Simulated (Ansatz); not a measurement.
# CuO (P1) in Ansatz: a series of runs

Aim: see how the results for CuO move with the level of theory and the settings. Levels: PBE, PBE+U, PBEsol+U. Tasks: band structure.

Program: Ansatz 0.2.0. These are calculated values, not measurements. Logs are shortened: lines on timing, memory, paths and dates and some standing lists are left out, and cuts for length are marked.

### Step 1. The structure

The typed cell holds 4 atoms: a = 2.988 Å, b = 2.816 Å, c = 5.493 Å, α = 74.89°, β = 74.25°, γ = 66.24°.

The cell comes from a database or a generator and needn't be the stable form of this composition.

### Step 2. Band structure, PBE

Input file input.yaml:

```yaml
crystal:
  lattice:
    - [0.18960382, -2.17228837, -2.0431441]
    - [-2.01972352, 0.10629521, -1.95983549]
    - [2.38320037, 2.28583939, -4.38944304]
  atoms:
    - { symbol: Cu, position: [0.45623224, 0.53068563, 0.48541174] }
    - { symbol: Cu, position: [0.97428428, 0.98586739, 0.0243612] }
    - { symbol: O, position: [0.80166267, 0.74472112, 0.73928024] }
    - { symbol: O, position: [0.26782081, 0.23872587, 0.25094681] }
hamiltonian:
  xc: pbe
  pseudopotentials: { kind: paw }
kpoints:
  mp_grid: { grid: [10, 10, 5] }
  band_path:
    path:
      - [[0.0, 0.0, -0.5], [0.0, 0.0, 0.0], [-0.5, 0.0, 0.0]]
      - [[-0.5, 0.0, -0.5], [0.0, 0.0, 0.0], [0.5, 0.5, 0.5]]
      - [[0.5, 0.5, 0.0], [0.0, 0.0, 0.0], [0.0, 0.5, 0.5]]
      - [[0.0, 0.5, 0.0], [0.0, 0.0, 0.0]]
    npoints: 14
scf:
  occupations: { method: fermi_dirac, width: 0.05 }
  n_extra_bands: 10
output:
  forces: true
  stress: true
  eigenvalues: true
  fatbands: false
```

Potentials or basis: Ansatz PAW.

Run with:

```bash
> ansatz run input.yaml --threads 2 --pin off --max-ram 5632MiB --backend cpu --events-out ev --progress --plain --runs-dir out
```

The log of the run:

```text
Warning: RAYON_NUM_THREADS=2 ignored (pool sized by the plan → 2); use --threads N
scf.n_extra_bands = 10 over 25 filled bands (N_el = 50.0): the run solves 35 bands
Engine: ansatz 0.2.0, aarch64-unknown-linux-gnu
Pseudopotentials: kind: paw
Pseudopotential: Cu, paw, valence charge 19, recommended cutoff 420 eV (normal), Cu.paw.azcp
Pseudopotential: O, paw, valence charge 6, recommended cutoff 420 eV (normal), O.paw.azcp
Functional definition: PBE
  parameter kappa = 0.804
  parameter beta = 0.06672455060314922
  exchange = pbe_x(kappa = kappa, mu = beta*pi^2/3)
  correlation = pbe_c(beta = beta)
Crystal: 4 atoms, lattice volume = 40.116 Å³
Basis set: ecut = 420 eV, 785 PW (Γ), exchange–correlation on 40×40×80 points (8 copies of the dense FFT grid, shifted against one another)
Bands: 35, of which v1, the nominal top of the filled ones, is band 25 counted from 1 (24 counted from 0)
Symmetry: 1 space group operations
Space group: P1 (ITA 1), of the structure as read, at distance tolerance 3.4e-5 Å
k-points: 252 of 500 (time reversal used)
Non-local potential: Cu, projectors of the file, l = 0: 3, l = 1: 2, l = 2: 3, l = 3: 1
Non-local potential: O, projectors of the file, l = 0: 2, l = 1: 2, l = 2: 1
PAW form: soft (Blöchl's): semilocal exchange-correlation on the pseudo side does not see the compensation charge
PAW one-centre angular grid: Cu, 590 points (default); XC on 64 Gauss nodes
PAW one-centre angular grid: O, 110 points (default); XC on 64 Gauss nodes
Initial density: superposition of atomic densities (neutral atoms: chi_scale 0, normalization atom), corrected by the library's trained network
Initial wavefunctions: pseudopotential atomic-orbital guess
Functional: x = pbe(κ = 0.804, μ = 0.2195149727645171), c = pbe(β = 0.06672455060314922)
SCF iter   1: F=—  HF=-14381.401476 eV  |F-HF|=—  |Δ(HF+E_count)|=         —  Δρ=3.34e-3  dr2=1.93e-3  ethr=1.77e-3  ⟨swp⟩=5.2  Hψ=32029  notcnv=0  defer=219
preconditioner: auto → Kerker (q_TF=auto, 2.830 Å⁻¹)  [metal: Δε(μ)=0.002 eV  Ē_g=15.107 eV  σ=0.050 eV  W_gap=0.01  n_scr=18 (ndim 8)  ℏωp=34.2 eV  f_vac=0.002  D(μ)=3.65/eV (n_scr^D=42)]
SCF iter   2: F=—  HF=-14381.401641 eV  |F-HF|=—  |Δ(HF+E_count)|=   1.65e-4  Δρ=1.49e-3  dr2=4.17e-4  ethr=3.85e-6  ⟨swp⟩=2.0  Hψ=15097  notcnv=0  defer=353
SCF iter   3: F=—  HF=-14381.401700 eV  |F-HF|=—  |Δ(HF+E_count)|=   5.98e-5  Δρ=4.43e-4  dr2=5.96e-5  ethr=8.33e-7  ⟨swp⟩=1.0  Hψ=8343  notcnv=0  defer=353
SCF iter   4: F=—  HF=-14381.401694 eV  |F-HF|=—  |Δ(HF+E_count)|=   6.08e-6  Δρ=1.50e-4  dr2=8.98e-6  ethr=1.19e-7  ⟨swp⟩=2.2  Hψ=12319  notcnv=0  defer=353
SCF iter   5: F=—  HF=-14381.401695 eV  |F-HF|=—  |Δ(HF+E_count)|=   6.23e-7  Δρ=5.59e-5  dr2=2.24e-6  ethr=1.80e-8  ⟨swp⟩=2.0  Hψ=10894  notcnv=0  defer=353
SCF iter   6: F=—  HF=-14381.401695 eV  |F-HF|=—  |Δ(HF+E_count)|=   2.11e-7  Δρ=3.42e-5  dr2=4.90e-7  ethr=4.48e-9  ⟨swp⟩=2.3  Hψ=12198  notcnv=0  defer=353
SCF iter   7: F=—  HF=-14381.401695 eV  |F-HF|=—  |Δ(HF+E_count)|=   4.62e-8  Δρ=1.14e-5  dr2=1.46e-7  ethr=9.80e-10  ⟨swp⟩=2.7  Hψ=13465  notcnv=0  defer=353
SCF iter   8: F=-14381.401695 eV  HF=-14381.401695 eV  |F-HF|=1.59e-8  |Δ(HF+E_count)|=   6.04e-9  Δρ=4.56e-6  dr2=1.73e-8  ethr=2.00e-10  ⟨swp⟩=7.6  Hψ=33395  notcnv=0
SCF 1 converged in 8 iterations: F = -14381.401695 eV  dr2 = 1.73e-8
NSCF: frozen V_eff on 102 k-points
SCF converged after 8 iterations
Free energy (F): -14381.401695 eV
Harris-Foulkes:  -14381.401695 eV  (|F-HF|=1.59e-8)
Internal energy: -14381.371561 eV  (E = F + TS)
E sigma→0 (E₀):  -14381.386628 eV
Entropy (-TS):   -0.030134 eV (-7.533 meV/atom)
Fermi energy:    12.007265 eV
--- Per-component energies (eV) ---
  E_band       = -837.495838
  E_kinetic    = 938.935661
  E_local      = -9503.895863  (includes V_loc(G=0)·N_el)
  E_nonlocal   = 886.866663
  E_hartree    = 4118.382269
  E_xc         = -321.842146
  E_vxc        = -413.047749  (∫ρ·V_xc dr)
  E_paw        = -3646.240995  (= ΣΔE_a)
  E_vpaw       = -983.121823  (= ΣTr[D̂ρ^β])
  E_aug_tail   = 0.005241  (compensation charges beyond the density's cutoff)
  E_ewald      = -6853.582391
  E_smearing   = -0.030134  (= −TS)
  E_closure    = 0.000000  (closes the sum)
  Σ components = -14381.401695   (vs F -14381.401695, Δ=0.00e0)
--- Forces (eV/Å), atoms counted from 1 ---
  atom   1  Cu     1.09526297     0.03394535    -1.23867513
  atom   2  Cu    -0.77581034    -1.01786273     0.59317439
  atom   3  O      0.06583678     0.56743552     0.03466265
  atom   4  O     -0.38529995     0.41647749     0.61084879
  max |Σ_I F_I| component: 1.07e-5 eV/Å
--- Stress (GPa, compression-positive) ---
       -4.121449       1.223019       7.765473
        1.223021      -2.967029       1.872365
        7.765475       1.872368      -3.744129
  P = ⅓ Tr σ = -3.6109 GPa (-36.109 kbar)
--- Band table (eV; the first three rows and the last of 252) ---
  k-point 0: bands = ["-100.1225", "-99.9895", "-57.5239", "-57.5056", "-57.4754", "-57.4671", "-57.3735", "-57.2750", "-7.3668", "-5.8611", "4.7694", "7.2577", "7.6793", "8.8304", "8.9787", "9.4664", "9.5832", "9.9032", "10.0483", "10.2065", "10.3340", "10.5190", "10.8905", "11.0539", "12.3422", "12.6231", "13.0854", "18.0676", "20.2895", "25.6072", "28.1263", "28.4333", "29.1719", "30.1182", "31.7759"]
  k-point 1: bands = ["-100.1224", "-99.9894", "-57.5238", "-57.5055", "-57.4754", "-57.4672", "-57.3735", "-57.2750", "-7.3196", "-5.9330", "5.0485", "7.3040", "7.7243", "8.2528", "9.0119", "9.3474", "9.5576", "9.8773", "9.9792", "10.1009", "10.2167", "10.5049", "11.1211", "11.2878", "12.2739", "12.5102", "13.7559", "17.5608", "20.8605", "25.8345", "26.5302", "28.4083", "29.1380", "30.8929", "31.7656"]
  k-point 2: bands = ["-100.1225", "-99.9895", "-57.5237", "-57.5056", "-57.4753", "-57.4673", "-57.3735", "-57.2750", "-7.2319", "-6.0597", "5.7570", "7.0388", "7.6161", "7.8967", "8.6652", "9.1259", "9.6295", "9.8839", "9.9466", "10.0449", "10.1535", "10.3512", "11.6036", "11.7280", "12.0418", "12.2002", "15.0456", "16.4833", "22.1402", "24.2916", "26.5071", "28.3167", "29.1564", "30.6227", "31.5715"]
  k-point 251: bands = ["-100.1210", "-99.9880", "-57.5279", "-57.5156", "-57.4823", "-57.4772", "-57.3816", "-57.2783", "-6.2907", "-5.1830", "5.2993", "6.5454", "6.7777", "7.0101", "7.7543", "8.2392", "9.5484", "10.0577", "10.3406", "10.4262", "10.6409", "10.7965", "11.0301", "11.4364", "11.7336", "12.0425", "18.1959", "18.8721", "20.7546", "21.2484", "23.5721", "23.8272", "25.0801", "26.0999", "29.3175"]
```

Run time: 24 s. Hardware: 2 threads of Arm Neoverse V1, shared host; peak memory 0.5 GiB.

What came out:

```yaml
Free_energy: -14381.4017 eV
Pressure: -3.6 GPa
Largest_force: 1.654 eV/Å
Band_gap_on_the_k_mesh: none (metal or under the smearing width)
```

Forces in eV/Å, atoms in the order of the input:
```
Cu   1.095  0.034 -1.239
Cu  -0.776 -1.018  0.593
O    0.066  0.567  0.035
O   -0.385  0.416  0.611
```

Levels at the corners of the path, in eV from the Fermi level:
| point | band 20 | band 21 | band 22 | band 23 | band 24 | band 25 | band 26 | band 27 | band 28 | band 29 |
| --- | --- | --- | --- | --- | --- | --- | --- | --- | --- | --- |
| X | -1.96 | -1.87 | -1.69 | -0.22 | -0.13 | -0.10 | 0.05 | 3.52 | 4.02 | 10.63 |
| Γ | -1.80 | -1.67 | -1.49 | -1.12 | -0.95 | 0.33 | 0.62 | 1.08 | 6.06 | 8.28 |
| Y | -1.62 | -1.47 | -1.37 | -0.94 | -0.61 | -0.28 | -0.17 | 6.52 | 6.91 | 8.16 |
| L | -1.68 | -1.59 | -1.56 | -1.50 | -1.34 | 0.43 | 0.72 | 5.04 | 5.91 | 8.28 |
| Γ | -1.80 | -1.67 | -1.49 | -1.12 | -0.95 | 0.33 | 0.62 | 1.08 | 6.06 | 8.28 |
| Z | -1.58 | -1.34 | -1.22 | -0.72 | -0.61 | -0.29 | -0.17 | 6.36 | 7.05 | 8.64 |
| N | -1.63 | -1.60 | -1.53 | -1.40 | -1.12 | 0.47 | 0.79 | 5.09 | 5.59 | 9.81 |
| Γ | -1.80 | -1.67 | -1.49 | -1.12 | -0.95 | 0.33 | 0.62 | 1.08 | 6.06 | 8.28 |
| M | -1.66 | -1.62 | -1.51 | -1.44 | -1.19 | 0.31 | 0.73 | 5.34 | 5.73 | 9.02 |
| R | -1.70 | -1.37 | -1.24 | -0.90 | -0.66 | -0.23 | -0.17 | 6.82 | 7.04 | 8.53 |
| Γ | -1.80 | -1.67 | -1.49 | -1.12 | -0.95 | 0.33 | 0.62 | 1.08 | 6.06 | 8.28 |

Caveat: the pressure holds a Pulay correction of +0.7 GPa for the finite cutoff; the run has no spin polarisation, though such a crystal can be magnetic; semilocal functionals often make such compounds metallic where correlation or magnetic order opens a gap, which also shifts bond lengths; forces of over 1 eV/Å show positions far from the minimum, so gaps and moduli don't describe the material at rest.

### Step 3. Band structure, PBE+U

input.yaml: that of step 2 with these lines changed.

```diff
@@ -13,2 +13,3 @@
   pseudopotentials: { kind: paw }
+  hubbard: { sites: [{ species: Cu, l: d, u_eff: 5.3 }] }
 kpoints:
```

Potentials or basis: Ansatz PAW.

Run with:

```bash
> ansatz run input.yaml --threads 2 --pin off --max-ram 5632MiB --backend cpu --events-out ev --progress --plain --runs-dir out
```

The log of the run:

```text
Warning: RAYON_NUM_THREADS=2 ignored (pool sized by the plan → 2); use --threads N
Cu: projections on atomic orbitals take those of the free atom [Ne] 3s2 3p6 3d10 4s1, of charge +0.00 (hamiltonian.pseudopotentials.projection_atoms); the dataset's partial waves leave at most 2.0e-6 of an orbital's norm unspanned inside its sphere
O: projections on atomic orbitals take those of the free atom [He] 2s2 2p4, of charge +0.00 (hamiltonian.pseudopotentials.projection_atoms); the dataset's partial waves leave at most 1.9e-8 of an orbital's norm unspanned inside its sphere
scf.n_extra_bands = 10 over 25 filled bands (N_el = 50.0): the run solves 35 bands
[... 9 set-up lines as earlier in the session ...]
Crystal: 4 atoms, lattice volume = 40.116 Å³
Basis set: ecut = 420 eV, 785 PW (Γ), exchange–correlation on 40×40×80 points (8 copies of the dense FFT grid, shifted against one another)
Bands: 35, of which v1, the nominal top of the filled ones, is band 25 counted from 1 (24 counted from 0)
[... 2 set-up lines as earlier in the session ...]
k-points: 252 of 500 (time reversal used)
[... 5 set-up lines as earlier in the session ...]
Initial density: superposition of atomic densities (chi_scale 0.1, normalization cell, long waves of neutral atoms under a Hubbard term (reshape's long-wave potential 0.07 eV rms, cloud 1.98 Å wide))
[... 2 set-up lines as earlier in the session ...]
SCF iter   1: F=—  HF=-14379.664012 eV  |F-HF|=—  |Δ(HF+E_count)|=         —  Δρ=1.34e-1  dr2=6.84e0  ethr=3.10e-3  ⟨swp⟩=4.8  Hψ=31321  notcnv=0  defer=131
preconditioner: auto → Kerker (q_TF=auto, 2.830 Å⁻¹)  [metal: Δε(μ)=0.008 eV  Ē_g=16.751 eV  σ=0.050 eV  W_gap=0.04  n_scr=18 (ndim 8)  ℏωp=34.2 eV  f_vac=0.000  D(μ)=2.57/eV (n_scr^D=28)]
SCF iter   2: F=—  HF=-14379.657010 eV  |F-HF|=—  |Δ(HF+E_count)|=   7.00e-3  Δρ=1.21e-1  dr2=4.86e0  ethr=3.10e-3  ⟨swp⟩=2.9  Hψ=18227  notcnv=0  defer=512
SCF iter   3: F=—  HF=-14378.954902 eV  |F-HF|=—  |Δ(HF+E_count)|=   7.02e-1  Δρ=2.78e-2  dr2=1.49e-1  ethr=3.10e-3  ⟨swp⟩=2.0  Hψ=15567  notcnv=0  defer=494
SCF iter   4: F=—  HF=-14379.146360 eV  |F-HF|=—  |Δ(HF+E_count)|=   1.91e-1  Δρ=3.28e-2  dr2=3.17e-1  ethr=2.98e-4  ⟨swp⟩=2.1  Hψ=14584  notcnv=0  defer=493
SCF iter   5: F=—  HF=-14379.180744 eV  |F-HF|=—  |Δ(HF+E_count)|=   3.44e-2  Δρ=4.27e-2  dr2=5.82e-1  ethr=2.98e-4  ⟨swp⟩=2.1  Hψ=18966  notcnv=0  defer=493
SCF iter   6: F=—  HF=-14379.128361 eV  |F-HF|=—  |Δ(HF+E_count)|=   5.24e-2  Δρ=1.49e-2  dr2=8.20e-2  ethr=2.98e-4  ⟨swp⟩=2.0  Hψ=13941  notcnv=0  defer=493
SCF iter   7: F=—  HF=-14379.120584 eV  |F-HF|=—  |Δ(HF+E_count)|=   7.78e-3  Δρ=3.52e-3  dr2=3.54e-3  ethr=1.64e-4  ⟨swp⟩=2.0  Hψ=10417  notcnv=0  defer=493
SCF iter   8: F=—  HF=-14379.120159 eV  |F-HF|=—  |Δ(HF+E_count)|=   4.25e-4  Δρ=1.88e-3  dr2=1.93e-3  ethr=7.08e-6  ⟨swp⟩=2.4  Hψ=12585  notcnv=0  defer=493
SCF iter   9: F=—  HF=-14379.120125 eV  |F-HF|=—  |Δ(HF+E_count)|=   3.42e-5  Δρ=4.75e-4  dr2=9.78e-5  ethr=3.86e-6  ⟨swp⟩=1.0  Hψ=8772  notcnv=0  defer=493
SCF iter  10: F=—  HF=-14379.120155 eV  |F-HF|=—  |Δ(HF+E_count)|=   2.94e-5  Δρ=4.52e-4  dr2=9.79e-5  ethr=1.96e-7  ⟨swp⟩=2.7  Hψ=12977  notcnv=0  defer=493
SCF iter  11: F=—  HF=-14379.120148 eV  |F-HF|=—  |Δ(HF+E_count)|=   6.04e-6  Δρ=1.69e-4  dr2=1.24e-5  ethr=1.96e-7  ⟨swp⟩=1.0  Hψ=8348  notcnv=0  defer=493
SCF iter  12: F=—  HF=-14379.120148 eV  |F-HF|=—  |Δ(HF+E_count)|=   3.36e-7  Δρ=7.79e-5  dr2=2.84e-6  ethr=2.47e-8  ⟨swp⟩=1.3  Hψ=9414  notcnv=0  defer=493
SCF iter  13: F=—  HF=-14379.120148 eV  |F-HF|=—  |Δ(HF+E_count)|=   1.04e-8  Δρ=7.69e-5  dr2=1.91e-6  ethr=5.67e-9  ⟨swp⟩=1.0  Hψ=8327  notcnv=0  defer=493
SCF iter  14: F=—  HF=-14379.120148 eV  |F-HF|=—  |Δ(HF+E_count)|=   1.34e-8  Δρ=8.01e-5  dr2=2.10e-6  ethr=3.82e-9  ⟨swp⟩=2.0  Hψ=10965  notcnv=0  defer=493
SCF iter  15: F=—  HF=-14379.120148 eV  |F-HF|=—  |Δ(HF+E_count)|=   1.47e-7  Δρ=4.61e-5  dr2=7.42e-7  ethr=3.82e-9  ⟨swp⟩=1.0  Hψ=8368  notcnv=0  defer=493
SCF iter  16: F=-14379.120148 eV  HF=-14379.120148 eV  |F-HF|=5.46e-8  |Δ(HF+E_count)|=   5.72e-8  Δρ=1.34e-5  dr2=6.45e-8  ethr=2.00e-10  ⟨swp⟩=7.3  Hψ=38365  notcnv=0
SCF 1 converged in 16 iterations: F = -14379.120148 eV  dr2 = 6.45e-8
NSCF: frozen V_eff on 102 k-points
SCF converged after 16 iterations
Free energy (F): -14379.120148 eV
Harris-Foulkes:  -14379.120148 eV  (|F-HF|=5.46e-8)
Internal energy: -14379.093151 eV  (E = F + TS)
E sigma→0 (E₀):  -14379.106650 eV
Entropy (-TS):   -0.026997 eV (-6.749 meV/atom)
Fermi energy:    11.178389 eV
--- Per-component energies (eV) ---
  E_band       = -865.610330
  E_kinetic    = 941.298223
  E_local      = -9535.557408  (includes V_loc(G=0)·N_el)
  E_nonlocal   = 898.745326
  E_hartree    = 4145.915448
  E_xc         = -321.071795
  E_vxc        = -412.025376  (∫ρ·V_xc dr)
  E_hubbard    = 1.996844  (on-site DFT+U / exact-exchange correction)
  E_vhub       = -46.786829  (the Hubbard potential's part of the band-sum identity)
  E_paw        = -3656.842616  (= ΣΔE_a)
  E_vpaw       = -1003.116676  (= ΣTr[D̂ρ^β])
  E_aug_tail   = 0.005217  (compensation charges beyond the density's cutoff)
  E_ewald      = -6853.582391
  E_smearing   = -0.026997  (= −TS)
  E_closure    = -0.000000  (closes the sum)
  Σ components = -14379.120148   (vs F -14379.120148, Δ=0.00e0)
--- Forces (eV/Å), atoms counted from 1 ---
  atom   1  Cu     1.08430519    -0.17667418    -1.22224164
  atom   2  Cu    -0.70447666    -1.04540968     0.48307621
  atom   3  O      0.04423769     0.63677978     0.01750320
  atom   4  O     -0.42407718     0.58527130     0.72167140
  max |Σ_I F_I| component: 3.28e-5 eV/Å
--- Stress (GPa, compression-positive) ---
       -1.345848       1.126976       6.608642
        1.126976       0.559574       1.326053
        6.608641       1.326052      -0.834233
  P = ⅓ Tr σ = -0.5402 GPa (-5.402 kbar)
--- Band table (eV; the first three rows and the last of 252) ---
  k-point 0: bands = ["-99.4021", "-99.2749", "-56.8170", "-56.8070", "-56.8045", "-56.7780", "-56.6782", "-56.5440", "-7.5809", "-6.2575", "4.1953", "6.1180", "6.6790", "7.2527", "7.3961", "7.7347", "7.8125", "8.1095", "8.2834", "8.4630", "8.9167", "9.5174", "10.1366", "10.3717", "11.5336", "11.8815", "13.0394", "18.0423", "20.1813", "25.6733", "28.2145", "28.5010", "29.2169", "30.1882", "31.8926"]
  k-point 1: bands = ["-99.4019", "-99.2747", "-56.8168", "-56.8070", "-56.8047", "-56.7780", "-56.6782", "-56.5441", "-7.5299", "-6.3304", "4.4442", "6.1738", "6.7266", "7.0318", "7.3641", "7.7281", "7.8189", "8.0744", "8.2531", "8.3404", "8.7906", "9.1868", "10.3266", "10.5708", "11.4554", "11.7674", "13.6826", "17.4964", "20.8034", "25.9071", "26.5917", "28.4988", "29.1816", "30.9846", "31.8589"]
  k-point 2: bands = ["-99.4016", "-99.2745", "-56.8166", "-56.8070", "-56.8049", "-56.7780", "-56.6783", "-56.5441", "-7.4324", "-6.4625", "5.0624", "6.0828", "6.6226", "6.9043", "7.2169", "7.7023", "7.7957", "8.0389", "8.1855", "8.2175", "8.4852", "8.8942", "10.7544", "10.9940", "11.2123", "11.4582", "14.9538", "16.3840", "22.1423", "24.3391", "26.5959", "28.3408", "29.2680", "30.7002", "31.6498"]
  k-point 251: bands = ["-99.4004", "-99.2732", "-56.8259", "-56.8180", "-56.8128", "-56.7842", "-56.6852", "-56.5473", "-6.6158", "-5.6870", "4.7146", "5.7607", "5.9729", "6.0493", "6.6807", "7.2369", "7.8349", "8.1505", "8.3834", "8.4724", "9.0485", "9.2826", "9.9539", "10.4791", "10.8276", "11.2010", "18.2504", "18.8892", "20.7840", "21.2393", "23.5728", "23.7987", "25.1195", "26.1151", "29.3527"]
Occupation matrices written to <dir>
```

Wall time 38 s (2 threads of Arm Neoverse V1, shared host); peak memory 0.66 GiB.

Results:

| Quantity | Value |
| --- | --- |
| Free energy | -14379.1201 eV |
| Pressure | -0.5 GPa |
| Largest force | 1.643 eV/Å |
| Band gap on the k mesh | none (metal or under the smearing width) |

Forces in eV/Å, atoms in the order of the input:
```
Cu   1.084 -0.177 -1.222
Cu  -0.704 -1.045  0.483
O    0.044  0.637  0.018
O   -0.424  0.585  0.722
```

Levels at the corners of the path, in eV from the Fermi level:
| point | band 21 | band 22 | band 23 | band 24 | band 25 | band 26 | band 27 | band 28 |
| --- | --- | --- | --- | --- | --- | --- | --- | --- |
| X | -2.74 | -2.32 | -0.27 | -0.10 | -0.01 | 0.13 | 4.27 | 4.74 |
| Γ | -2.26 | -1.66 | -1.04 | -0.81 | 0.36 | 0.70 | 1.86 | 6.86 |
| Y | -2.35 | -2.22 | -1.26 | -0.76 | -0.23 | -0.14 | 7.34 | 7.69 |
| L | -2.49 | -2.14 | -2.11 | -1.68 | 0.45 | 0.81 | 5.98 | 6.73 |
| Γ | -2.26 | -1.66 | -1.04 | -0.81 | 0.36 | 0.70 | 1.86 | 6.86 |
| Z | -2.06 | -1.94 | -0.87 | -0.80 | -0.36 | -0.21 | 7.23 | 7.90 |
| N | -2.54 | -2.12 | -1.76 | -1.71 | 0.47 | 0.86 | 5.98 | 6.51 |
| Γ | -2.26 | -1.66 | -1.04 | -0.81 | 0.36 | 0.70 | 1.86 | 6.86 |
| M | -2.35 | -2.14 | -1.92 | -1.68 | 0.33 | 0.80 | 6.25 | 6.60 |
| R | -2.24 | -2.06 | -1.14 | -0.84 | -0.24 | -0.18 | 7.65 | 7.86 |
| Γ | -2.26 | -1.66 | -1.04 | -0.81 | 0.36 | 0.70 | 1.86 | 6.86 |

Eigenvalues of the final occupation matrices:
```
  site  spin  trace               eigenvalues
site 1     1   4.78  0.89 0.90 1.00 1.00 1.00
site 2     1   4.80  0.87 0.94 1.00 1.00 1.00
```

Caveat: the pressure holds a Pulay correction of +0.8 GPa for the finite cutoff; the run has no spin polarisation, though such a crystal can be magnetic; U without spin polarisation on a metal has little footing; forces of over 1 eV/Å show positions far from the minimum, so gaps and moduli don't describe the material at rest.

(Part 1 of 2 ends here.)
